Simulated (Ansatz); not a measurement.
**Random displacements in SnO**

These are results of DFT PBEsol, scalar-relativistic, plane waves, PAW in Ansatz 0.2.0, not measurements. The runs took a 420 eV cutoff, a Γ-centred 8×6×6 mesh and Gaussian smearing (0.05 eV). No spin polarisation. Energies are free energies at this smearing, counted from the undisturbed cell; pressure is positive in compression.

The undisturbed cell (as given, not relaxed at this level; this form isn't the usual structure):

```
Sn O
1.0
     3.35500    0.00000    0.00000
     0.00000    5.67410    0.00000
     0.00000    0.00000    4.22197
Sn O
2 2
Direct
  0.00000 0.23191 0.51314
  0.50000 0.76809 0.01314
  0.00000 0.89125 0.73686
  0.50000 0.10875 0.23686
```

The cell holds layers and no dispersion correction was added, so their binding is poorly described.

After a displacement of all atoms with no net shift and a strain of the cell, the run gives ΔE = 74.0 meV/atom; stress (xx, yy, zz, yz, xz, xy; compression positive) (-0.13, 9.25, 3.67, -1.01, 3.39, -2.60) GPa; gap on the mesh 0.92 eV.

```csv
atom,Fx (eV/Å),Fy,Fz
Sn1,-0.030,1.510,-0.286
Sn2,1.271,-0.951,0.141
O3,-1.093,-0.802,-0.021
O4,-0.148,0.243,0.165
```

Q: Which displacements (Å, in the unstrained cell) and strain were applied?

A:
```
atom ux uy uz
 Sn1   0.00   0.00  -0.01
 Sn2  -0.10  -0.05   0.00
  O3   0.08   0.05   0.01
  O4   0.02   0.00   0.00
```
Strain (Voigt, engineering shear): (0.0408, -0.0617, -0.0558, -0.0157, -0.0317, 0.0479).

Cost: 1 run of about 0.33 core-minutes, on Arm Neoverse V2 (shared hosts).